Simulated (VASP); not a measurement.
# BaS (I4mm) in VASP: notebook

The runs below take BaS through single point, with PBEsol.

Program: VASP 6.6.1. These are calculated values, not measurements. Logs are shortened: lines on timing, memory, paths and dates and some standing lists are left out, and cuts for length are marked.

### 1 The cell of the first run

Symmetry: I4mm, No. 107, tetragonal system. The conventional cell has a = 4.478 Å, b = 4.478 Å, c = 6.333 Å, α = 90.00°, β = 90.00°, γ = 90.00°. Around Ba (site symmetry 4mm) lie 6 S at 3.07 to 3.27 Å. S (site symmetry 4mm) is surrounded by 6 Ba at 3.07 to 3.27 Å.

### 2 Single point, PBEsol (atom 2 (S) moved by (-0.100, +0.000) A along x and z)

File INCAR:

```
PREC = Accurate ; ENCUT = 520
EDIFF = 1E-6 ; ISMEAR = 0
SIGMA = 0.05 ; LREAL = False
LASPH = True ; NELM = 100
ALGO = Normal ; ISIF = 2
LWAVE = False ; LCHARG = False
GGA = PS ; NBANDS = 15
```

File KPOINTS:

```
regular mesh
0
Gamma
  8 8 8
```

File POSCAR:

```
BaS
1.0
    0.0000000000      3.1663007200      3.1663007200
    3.1663007200      0.0000000000      3.1663007200
    3.1663007200      3.1663007200      0.0000000000
Ba S
1 1
Direct
    0.0000000000      0.0000000000      0.0000000000
    0.5157912986      0.4842087014      0.4842087014
```

Potentials or basis: VASP PAW PBE potentials, release 64 (Ba_sv, S).

Started as:

```
> cat potpaw_PBE.64/Ba_sv/POTCAR potpaw_PBE.64/S/POTCAR > POTCAR
> mpirun -np 1 vasp_std > vasp.out
```

OUTCAR:

```text
PREC = Accurate
   ENCUT = 520
   EDIFF = 1E-6
   ISMEAR = 0
   LREAL = False
   LASPH = True
   NELM = 100
   ISIF = 2
   GGA = PS

 ion  position               nearest neighbor table
   1  0.000  0.000  0.000-   2 3.07   2 3.17   2 3.17   2 3.17   2 3.17   2 3.27
   2  0.516  0.484  0.484-   1 3.07   1 3.17   1 3.17   1 3.17   1 3.17   1 3.27

  LATTYP: Found a face centered cubic cell.
 ALAT       =     6.3326014400

  Lattice vectors:

 A1 = (   0.0000000000,   3.1663007200,   3.1663007200)
 A2 = (   3.1663007200,   0.0000000000,   3.1663007200)
 A3 = (   3.1663007200,   3.1663007200,   0.0000000000)

Analysis of symmetry for initial positions (statically):
=====================================================================
 Subroutine PRICEL returns:
 Original cell was already a primitive cell.

 Routine SETGRP: Setting up the symmetry group for a
 face centered cubic supercell.

 Subroutine GETGRP returns: Found  8 space group operations
 (whereof  8 operations were pure point group operations)
 out of a pool of 48 trial point group operations.

The static configuration has the point symmetry C_4v.

Analysis of symmetry for dynamics (positions and initial velocities):
=====================================================================
 Subroutine PRICEL returns:
 Original cell was already a primitive cell.

 Routine SETGRP: Setting up the symmetry group for a
 face centered cubic supercell.

 Subroutine GETGRP returns: Found  8 space group operations
 (whereof  8 operations were pure point group operations)
 out of a pool of 48 trial point group operations.

The dynamic configuration has the point symmetry C_4v.

 Subroutine INISYM returns: Found  8 space group operations
 (whereof  8 operations are pure point group operations),
 and found     1 'primitive' translations

----------------------------------------------------------------------------------------

                                     Primitive cell

  volume of cell :      63.4872

  direct lattice vectors                    reciprocal lattice vectors
     0.000000000  3.166300720  3.166300720    -0.157912986  0.157912986  0.157912986
     3.166300720  0.000000000  3.166300720     0.157912986 -0.157912986  0.157912986
     3.166300720  3.166300720  0.000000000     0.157912986  0.157912986 -0.157912986

  length of vectors
     4.477825421  4.477825421  4.477825421     0.273513314  0.273513314  0.273513314

  position of ions in fractional coordinates (direct lattice)
     0.000000000  0.000000000  0.000000000
     0.515791299  0.484208701  0.484208701

  ion indices of the primitive-cell ions
   primitive index   ion index
                 1           1
                 2           2

----------------------------------------------------------------------------------------

 KPOINTS: regular mesh

Automatic generation of k-mesh.
 Grid dimensions read from file:
 generate k-points for:    8    8    8

 Generating k-lattice:

  Cartesian coordinates                     Fractional coordinates (reciprocal lattice)
    -0.019739123  0.019739123  0.019739123     0.125000000  0.000000000  0.000000000
     0.019739123 -0.019739123  0.019739123     0.000000000  0.125000000  0.000000000
     0.019739123  0.019739123 -0.019739123     0.000000000  0.000000000  0.125000000

  Length of vectors
     0.034189164  0.034189164  0.034189164

  Shift w.r.t. Gamma in fractional coordinates (k-lattice)
     0.000000000  0.000000000  0.000000000

 Subroutine IBZKPT returns following result:
 ===========================================

 Found     59 irreducible k-points:

 Following reciprocal coordinates:
            Coordinates               Weight
  0.000000  0.000000  0.000000      1.000000
  0.125000  0.000000  0.000000      8.000000
  0.250000  0.000000  0.000000      8.000000
  0.375000  0.000000  0.000000      8.000000
  0.500000  0.000000  0.000000      4.000000
  0.125000  0.125000  0.000000      4.000000
[... 16 lines left out ...]
  0.000000  0.375000  0.250000      8.000000
  0.500000  0.250000  0.000000     16.000000
 [... further k-points ...]
   k-points           NKPTS =     59   k-points in BZ     NKDIM =     59   number of bands    NBANDS=     15
   number of dos      NEDOS =    301   number of ions     NIONS =      2
   total plane-waves  NPLWV =  46656
   dimension x,y,z NGX =    36 NGY =   36 NGZ =   36
   dimension x,y,z NGXF=    72 NGYF=   72 NGZF=   72
   ions per type =               1   1
   NGX,Y,Z   is equivalent  to a cutoff of  13.37, 13.37, 13.37 a.u.
   NGXF,Y,Z  is equivalent  to a cutoff of  26.73, 26.73, 26.73 a.u.
 SYSTEM =  unknown system
   PREC   = accura    normal or accurate (medium, high low for compatibility)
   ISTART =      0    job   : 0-new  1-cont  2-samecut
   ICHARG =      2    charge: 1-file 2-atom 10-const
   ISPIN  =      1    spin polarized calculation?
   LNONCOLLINEAR =      F non collinear calculations
   LSORBIT =      F    spin-orbit coupling
   LASPH  =      T    aspherical Exc in radial PAW
   ENCUT  =  520.0 eV  38.22 Ry    6.18 a.u.   8.33  8.33  8.33*2*pi/ulx,y,z
   NELM   =    100;   NELMIN=  2; NELMDL= -5     # of ELM steps
   EDIFF  = 0.1E-05   stopping-criterion for ELM
   LREAL  =      F    real-space projection
   EDIFFG = 0.1E-04   stopping-criterion for IOM
   NSW    =      0    number of steps for IOM
   IBRION =     -1    ionic relax: 0-MD 1-quasi-New 2-CG
   NFREE  =      0    steps in history (QN), initial steepest desc. (CG)
   ISIF   =      2    stress and relaxation
   ISYM   =      2    0-nonsym 1-usesym 2-fastsym
   POTIM  = 0.5000    time-step for ionic-motion
   TEBEG  =    0.0;   TEEND  =   0.0 temperature during run
   PSTRESS=    0.0 pullay stress
   NELECT =      16.0000    total number of electrons
   NUPDOWN=      -1.0000    fix difference up-down
   EMIN   =  10.00;   EMAX   =-10.00  energy-range for DOS
   EFERMI =   0.00;   METHOD = LEGACY
   ISMEAR =     0;   SIGMA  =   0.05  broadening in eV -4-tet -1-fermi 0-gaus
   EFERMI_NEDOS =   21; number of points for ismear=-14 and -15
   IALGO  =     38    algorithm
   IMIX   =      4    mixing-type and parameters
     AMIX     =   0.40;   BMIX     =  1.00
     AMIX_MAG =   1.60;   BMIX_MAG =  1.00
  volume/ion in A,a.u.               =      31.74       214.22
  Fermi-wavevector in a.u.,A,eV,Ry     =   1.034076  1.954121 14.548903  1.069314
  Thomas-Fermi vector in A             =   2.168354
   LORBIT       =      0    0 simple, 1 ext, 2 COOP (PROOUT), +10 PAW based schemes
   GGA     = PS    functional components
   LHFCALC =     F    Hartree Fock is set to
   AEXX    =    0.0000 exact exchange contribution
   IVDW    =     0    specifies the selected vdW correction
   LEPSILON=     F    determine dielectric tensor
   LRPA    =     F    only Hartree local field effects (RPA)
 non-spin polarized calculation
 Gauss-broadening in eV      SIGMA  =   0.05
  energy-cutoff  :      520.00
  volume of cell :       63.49
 maximum number of plane-waves:      1727
 NGX is ok and might be reduce to    36
   NGX = 17   NGY = 17   NGZ = 17

 number of electron      16.0000000 magnetization

 Free energy of the ion-electron system (eV)
  ---------------------------------------------------
  ext. energy  EPLUGINS =         0.00000000
  ---------------------------------------------------
  free energy    TOTEN  =       -10.70608120 eV

  energy without entropy =      -10.70608120  energy(sigma->0) =      -10.70608120

 E-fermi :   1.7229     XC(G=0):  -8.9302

 val. band max:        1.4622631612   @ k =   0.0000   0.0000   0.0000
 cond. band min:       3.4131626721   @ k =   0.0000   0.5000   0.5000
 fundamental gap:      1.9508995110
 Fermi energy:         1.7229363577

 k-point     1 :       0.0000    0.0000    0.0000
  band No.  band energies     occupation
      1     -24.4747      2.00000
      2      -9.5404      2.00000
      3      -9.5137      2.00000
      4      -9.5137      2.00000
      5      -8.8954      2.00000
      6       1.4579      2.00000
      7       1.4579      2.00000
      8       1.4623      2.00000
      9       5.0081      0.00000
     10       5.2677      0.00000
     11       5.2880      0.00000
     12       5.2880      0.00000
     13       6.2478      0.00000
     14       6.2859      0.00000
     15      10.0163      0.00000

 k-point     2 :       0.1250    0.0000    0.0000
  band No.  band energies     occupation
      1     -24.4671      2.00000
      2      -9.8995      2.00000
      3      -9.5250      2.00000
      4      -9.5201      2.00000
      5      -8.5182      2.00000
      6       1.0134      2.00000
      7       1.2364      2.00000
      8       1.2543      2.00000
      9       5.2501      0.00000
     10       5.4973      0.00000
     11       5.5153      0.00000
     12       5.6595      0.00000
     13       6.7378      0.00000
     14       6.7767      0.00000
     15      10.6736      0.00000

 k-point     3 :       0.2500    0.0000    0.0000
  band No.  band energies     occupation
      1     -24.4486      2.00000
      2     -10.3715      2.00000
      3      -9.5401      2.00000
      4      -9.5355      2.00000
      5      -8.0125      2.00000
      6       0.2447      2.00000
      7       0.8000      2.00000
      8       0.8127      2.00000
      9       5.4767      0.00000
     10       6.1788      0.00000
     11       6.1796      0.00000
     12       6.8650      0.00000
     13       7.9382      0.00000
     14       7.9716      0.00000
     15      12.0511      0.00000
[... 343 lines left out ...]
 k-point    23 :       0.0000    0.3750    0.2500
  band No.  band energies     occupation
      1     -24.4258      2.00000
      2     -10.3539      2.00000
      3      -9.6716      2.00000
      4      -9.6527      2.00000
      5      -8.1736      2.00000
      6       0.1768      2.00000
      7       1.0343      2.00000
      8       1.1287      2.00000
      9       4.1589      0.00000
     10       6.9030      0.00000
     11       7.3984      0.00000
     12       7.9672      0.00000
     13       8.0633      0.00000
     14      10.1570      0.00000
     15      11.4091      0.00000

 k-point    24 :       0.5000    0.2500    0.0000
  band No.  band energies     occupation
      1     -24.4147      2.00000
      2     -10.4667      2.00000
      3      -9.7621      2.00000
      4      -9.6494      2.00000
      5      -8.0449      2.00000
      6       0.2221      2.00000
      7       0.6749      2.00000
      8       0.8184      2.00000
      9       4.8069      0.00000
     10       7.4607      0.00000
     11       8.2959      0.00000
     12       8.4309      0.00000
     13       8.6938      0.00000
     14      10.0002      0.00000
     15      10.3227      0.00000

 [... further k-points ...]

------------------------ aborting loop because EDIFF is reached ----------------------------------------

  FORCE on cell =-STRESS in cart. coord.  units (eV):
  Direction    XX          YY          ZZ          XY          YZ          ZX
  --------------------------------------------------------------------------------------
  -------------------------------------------------------------------------------------
  Total        0.4444374      0.2378500      0.2378500     -0.0000000      0.0000000      0.0000000
  in kB       11.2159157      6.0024319      6.0024319     -0.0000000      0.0000000      0.0000000
  external PRESSURE =       7.7402598 kB  Pullay stress =       0.0000000 kB

 VOLUME and BASIS-vectors are now :
 -----------------------------------------------------------------------------
  energy-cutoff  :      520.00
  volume of cell :       63.49
      direct lattice vectors                 reciprocal lattice vectors
     0.000000000  3.166300720  3.166300720    -0.157912986  0.157912986  0.157912986
     3.166300720  0.000000000  3.166300720     0.157912986 -0.157912986  0.157912986
     3.166300720  3.166300720  0.000000000     0.157912986  0.157912986 -0.157912986

 POSITION                                       TOTAL-FORCE (eV/Angst)
 -----------------------------------------------------------------------------------
      0.00000      0.00000      0.00000        -0.230701      0.000000      0.000000
      3.06630      3.16630      3.16630         0.230701      0.000000      0.000000
 -----------------------------------------------------------------------------------
    total drift:                               -0.000061     -0.000000     -0.000000

  FREE ENERGIE OF THE ION-ELECTRON SYSTEM (eV)
  ---------------------------------------------------
  free  energy   TOTEN  =       -10.7060811984 eV

  energy  without entropy=      -10.7060811984  energy(sigma->0) =      -10.70608120
```

Wall time 36 s (1 thread of Intel Xeon Platinum 8488C (Sapphire Rapids), shared host); peak memory 0.23 GiB.

What came out:

```yaml
Free_energy: -10.7061 eV
Pressure: 0.8 GPa
Largest_force: 0.231 eV/Å
Band_gap_on_the_k_mesh: 1.95 eV, indirect (least direct gap 2.06 eV)
```

Forces in eV/Å, atoms in the order of the input:
```
Ba  -0.231  0.000  0.000
S    0.231  0.000  0.000
```

Caveat: the PAW data sets were made with another functional, which shifts forces and pressure a little; spin-orbit coupling is left out, which moves the levels of the heavy elements.

(Continued in part 2 of 2.)
